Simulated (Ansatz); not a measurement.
The cell is COD entry 1540841, as deposited and not checked against the literature; nothing was relaxed.

An input for InSe and the output that it gave: DFT, PBEsol, all-electron LAPW, scalar-relativistic (Ansatz 0.2.0).

Command: `ansatz run input.yaml --threads 1 --pin off --max-ram 6144MiB --backend cpu --events-out ev --progress --plain --runs-dir out` The run took 3.3 min on 1 thread of Arm Neoverse V2, on a shared host, peak memory 1.1 GiB.

```yaml
crystal:
  lattice:
    - [5.8679026766, -2.055, 0.0]
    - [5.8679026766, 2.055, 0.0]
    - [-1.5994156962, 0.0, 4.3236564064]
  atoms:
    - { symbol: In, position: [0.884, 0.884, 0.005] }
    - { symbol: In, position: [0.116, 0.116, 0.995] }
    - { symbol: Se, position: [0.66, 0.66, 0.642] }
    - { symbol: Se, position: [0.34, 0.34, 0.358] }
kpoints:
  mp_grid: { grid: [7, 7, 6] }
  band_path:
    path:
      - [0.0, 0.0, 0.0]
      - [-0.2848576481, 0.2848576481, 0.0]
      - [-0.7151423519, -0.2848576481, 0.0]
      - [-0.5, -0.5, 0.0]
      - [0.0, 0.0, 0.0]
      - [-0.5, -0.5, 0.5]
      - [-0.7459295213, -0.2540704787, 0.5]
      - [-0.2540704787, 0.2540704787, 0.5]
      - [0.0, 0.0, 0.5]
    npoints: 14
scf:
  occupations: { method: fermi_dirac, width: 0.02 }
hamiltonian:
  xc: pbesol
  pseudopotentials: { kind: all_electron, lapw: { basis_error: 0.0005 } }
output:
  forces: true
  stress: true
  eigenvalues: true
  populations: true
  dos: { projected: true, de: 0.2, e_range: [-14, 8] }
```

What the program printed:

```
In: projections on atomic orbitals take those of the free atom 1s2 2s2 2p6 3s2 3p6 3d10 4s2 4p6 4d10 5s2 5p1, of charge +0.00 (hamiltonian.pseudopotentials.projection_atoms)
Se: projections on atomic orbitals take those of the free atom 1s2 2s2 2p6 3s2 3p6 3d10 4s2 4p4, of charge +0.00 (hamiltonian.pseudopotentials.projection_atoms)
LAPW: plane waves up to 9.031 Å⁻¹, error target 5.0e-4 eV per atom; small_component_spin mean_spin; Se in spheres of 1.245 Å, 24 of its electrons in bands, Dirac shells []; In in spheres of 1.336 Å, 21 of its electrons in bands, Dirac shells []
Engine: ansatz 0.2.0
Pseudopotentials: kind: all_electron
Pseudopotential: In, LAPW, valence charge 21, Koelling and Harmon's equation, gaussian nucleus
Pseudopotential: Se, LAPW, valence charge 24, Koelling and Harmon's equation, gaussian nucleus
Functional definition: PBEsol
  exchange = pbesol_x
  correlation = pbesol_c
Crystal: 4 atoms, lattice volume = 104.274 Å³
Basis set: ecut = 310.72093039477795 eV, 1285 PW (Γ), FFT grids on a1−a2, a2, a3, exchange–correlation at level 2
Bands: 54, of which v1, the nominal top of the filled ones, is band 45 counted from 1 (44 counted from 0)
Symmetry: 4 space group operations
Space group: C2/m (ITA 12), of the structure as read, at distance tolerance 4.7e-5 Å
k-points: 88 of 294
Non-local potential: In, projectors of the file, none
Non-local potential: Se, projectors of the file, none
Initial density: superposition of atomic densities (chi_scale 0.1, normalization cell, long waves kept (reshape's long-wave potential 0.04 eV rms))
Initial wavefunctions: plane waves of lowest kinetic energy (no species holds an atomic orbital)
Functional: x = pbesol(κ = 0.804, μ = 0.12345679012345678), c = pbesol(β = 0.046)
iter 1 solved again at ethr=1.55e-3 eV; its pass at ethr=1.00e-1 eV (dr2=1.39e0 eV) is discarded
SCF iter   1: F=—  HF=-452111.002346 eV  |F-HF|=—  |Δ(HF+E_count)|=         —  Δρ=2.64e-2  dr2=1.40e0  ethr=1.55e-3  ⟨swp⟩=2.0  Hψ=29944  notcnv=0
preconditioner: auto → Resta (q_TF=auto, 2.662 Å⁻¹)  ε∞=3.3  [insulator: Δε(μ)=1.169 eV  Ē_g=14.871 eV  σ=0.020 eV  W_gap=1.00  n_scr=32 (ndim 8)  ℏωp=22.4 eV  f_vac=0.048  D(μ)=0.00/eV (n_scr^D=0)  ε∞_Penn≈3.3]
SCF iter   2: F=—  HF=-452110.574679 eV  |F-HF|=—  |Δ(HF+E_count)|=   4.28e-1  Δρ=1.24e-2  dr2=2.28e-1  ethr=1.55e-3  ⟨swp⟩=2.2  Hψ=14527  notcnv=0  defer=1
SCF iter   3: F=—  HF=-452110.531409 eV  |F-HF|=—  |Δ(HF+E_count)|=   4.33e-2  Δρ=5.73e-3  dr2=4.79e-2  ethr=2.54e-4  ⟨swp⟩=2.0  Hψ=14510  notcnv=0  defer=1
iter 4 solved again at ethr=2.05e-6 eV; its pass at ethr=5.32e-5 eV (dr2=1.85e-3 eV) is discarded
SCF iter   4: F=—  HF=-452110.526526 eV  |F-HF|=—  |Δ(HF+E_count)|=         —  Δρ=1.29e-3  dr2=1.85e-3  ethr=2.05e-6  ⟨swp⟩=2.0  Hψ=24193  notcnv=0
the basis was enlarged: its passes take 762.0 KiB over the memory plan, 1 of 1 planned eigensolver slots
SCF iter   5: F=—  HF=-452110.525584 eV  |F-HF|=—  |Δ(HF+E_count)|=   9.41e-4  Δρ=3.04e-4  dr2=1.01e-4  ethr=2.05e-6  ⟨swp⟩=2.0  Hψ=13736  notcnv=0
SCF iter   6: F=—  HF=-452110.525675 eV  |F-HF|=—  |Δ(HF+E_count)|=   9.03e-5  Δρ=7.82e-5  dr2=6.93e-6  ethr=1.13e-7  ⟨swp⟩=3.0  Hψ=14265  notcnv=0
SCF iter   7: F=—  HF=-452110.525676 eV  |F-HF|=—  |Δ(HF+E_count)|=   1.63e-6  Δρ=4.01e-5  dr2=2.16e-6  ethr=7.70e-9  ⟨swp⟩=3.0  Hψ=14028  notcnv=0
SCF iter   8: F=—  HF=-452110.525678 eV  |F-HF|=—  |Δ(HF+E_count)|=   1.66e-6  Δρ=1.29e-5  dr2=2.35e-7  ethr=2.41e-9  ⟨swp⟩=3.0  Hψ=14284  notcnv=0
SCF iter   9: F=-452110.525678 eV  HF=-452110.525678 eV  |F-HF|=3.90e-9  |Δ(HF+E_count)|=   1.96e-7  Δρ=3.85e-6  dr2=2.32e-8  ethr=2.61e-10  ⟨swp⟩=3.0  Hψ=14283  notcnv=0
SCF 1 converged in 9 iterations: F = -452110.525678 eV  dr2 = 2.32e-8
NSCF: frozen V_eff on 113 k-points
SCF converged after 9 iterations
Free energy (F): -452110.525678 eV
Harris-Foulkes:  -452110.525678 eV  (|F-HF|=3.90e-9)
Internal energy: -452110.525678 eV  (E = F + TS)
E sigma→0 (E₀):  -452110.525678 eV
Fermi energy:    10.722847 eV
--- Per-component energies (eV) ---
  E_band       = -4326.765866
  E_kinetic    = 471077.101472
  E_xc         = -13259.737890
  E_electrostatic = -909927.889260  (all electrons and nuclei)
  E_smearing   = -0.000000  (= −TS)
  E_closure    = 0.000000  (closes the sum)
  E_atoms      = -452095.124779  (free atoms, spherical and without spin; not in F)
  Σ components = -452110.525678   (vs F -452110.525678, Δ=0.00e0)
  Basis errors (estimates in eV, not in F): energy 2.3e-4 per atom: plane waves 2.1e-4 (1.2e-4 summed), levels above the bands 1.8e-170, relativity 8.8e-9, radial functions 1.8e-5, core shells 5.3e-7; eigenvalues (radial functions only) 4.3e-7; not estimated: angular momenta, meshes, grids; target (lapw.basis_error) 5.0e-4; muffin-tin radii Se 1.245 Å, In 1.336 Å
--- Forces (eV/Å), atoms counted from 1 ---
  atom   1  In    -0.19071579     0.00000000     0.51449118
  atom   2  In     0.19071579     0.00000000    -0.51449118
  atom   3  Se    -0.69521214     0.00000000    -0.02004734
  atom   4  Se     0.69521214    -0.00000000     0.02004734
  max |Σ_I F_I| component: 1.11e-16 eV/Å
--- Stress (GPa, compression-positive) ---
        1.840540      -0.000000       2.175808
       -0.000000      -1.548623       0.000000
        2.175808       0.000000      -0.723253
  P = ⅓ Tr σ = -0.1438 GPa (-1.438 kbar)
--- Band table (eV; the first three rows and the last of 88) ---
  k-point 0: bands = ["-196.8016", "-196.8016", "-136.4912", "-136.4912", "-136.4569", "-136.4569", "-136.4500", "-136.4500", "-104.7367", "-104.7345", "-63.2790", "-63.2767", "-63.2767", "-63.2758", "-63.2464", "-63.2170", "-36.9211", "-36.9206", "-36.9112", "-36.9107", "-36.9073", "-36.9069", "-36.8815", "-36.8809", "-36.8791", "-36.8788", "-4.3701", "-4.3284", "-4.0180", "-3.9940", "-3.9499", "-3.9463", "-3.9243", "-3.8550", "-3.8369", "-3.6871", "-3.1845", "-1.1721", "5.5810", "6.1809", "6.2567", "7.4793", "7.9967", "8.5094", "9.1457", "13.0460", "13.7237", "14.5801", "14.8758", "15.5215", "15.6005", "17.2798", "18.8892", "20.0718"]
  k-point 1: bands = ["-196.8016", "-196.8016", "-136.4912", "-136.4912", "-136.4569", "-136.4569", "-136.4500", "-136.4500", "-104.7367", "-104.7345", "-63.2790", "-63.2767", "-63.2767", "-63.2758", "-63.2464", "-63.2170", "-36.9211", "-36.9206", "-36.9112", "-36.9107", "-36.9073", "-36.9069", "-36.8814", "-36.8809", "-36.8790", "-36.8788", "-4.3748", "-4.3297", "-4.0189", "-3.9867", "-3.9502", "-3.9499", "-3.9257", "-3.8471", "-3.8363", "-3.6870", "-3.0540", "-1.3034", "4.9946", "5.8641", "6.4571", "7.9873", "8.1107", "9.2067", "9.2125", "12.7054", "12.7684", "14.3411", "14.7102", "15.7608", "16.6976", "17.2551", "18.1285", "19.3493"]
  k-point 2: bands = ["-196.8016", "-196.8016", "-136.4912", "-136.4912", "-136.4569", "-136.4569", "-136.4500", "-136.4500", "-104.7367", "-104.7345", "-63.2790", "-63.2767", "-63.2767", "-63.2758", "-63.2464", "-63.2170", "-36.9211", "-36.9206", "-36.9112", "-36.9107", "-36.9072", "-36.9070", "-36.8813", "-36.8810", "-36.8790", "-36.8788", "-4.3811", "-4.3326", "-4.0207", "-3.9763", "-3.9561", "-3.9479", "-3.9292", "-3.8353", "-3.8353", "-3.6858", "-2.6932", "-1.6641", "4.2592", "5.2779", "7.2298", "8.4182", "8.8328", "9.2414", "9.8384", "11.7736", "12.0988", "13.7312", "14.7148", "16.3100", "16.5619", "16.9219", "18.0208", "19.3262"]
  k-point 87: bands = ["-196.8016", "-196.8016", "-136.4912", "-136.4912", "-136.4569", "-136.4569", "-136.4500", "-136.4500", "-104.7367", "-104.7346", "-63.2791", "-63.2767", "-63.2766", "-63.2758", "-63.2461", "-63.2174", "-36.9213", "-36.9204", "-36.9113", "-36.9106", "-36.9073", "-36.9069", "-36.8812", "-36.8812", "-36.8790", "-36.8788", "-4.4241", "-4.1527", "-4.1375", "-4.0832", "-4.0069", "-3.9230", "-3.9190", "-3.8845", "-3.7642", "-3.6636", "-2.3732", "-1.6804", "3.9744", "4.9015", "7.2718", "7.7253", "8.9536", "9.0432", "10.0185", "12.1127", "13.4020", "13.4808", "14.6558", "15.9230", "16.5253", "17.1190", "18.0557", "18.9275"]
--- Löwdin populations: 4 sites ---
  site symbol       q [e]
     0     In     48.8007
     1     In     48.8007
     2     Se     34.1523
     3     Se     34.1523
  spilling = 0.000567 (of n_electrons = 166.000000)
```
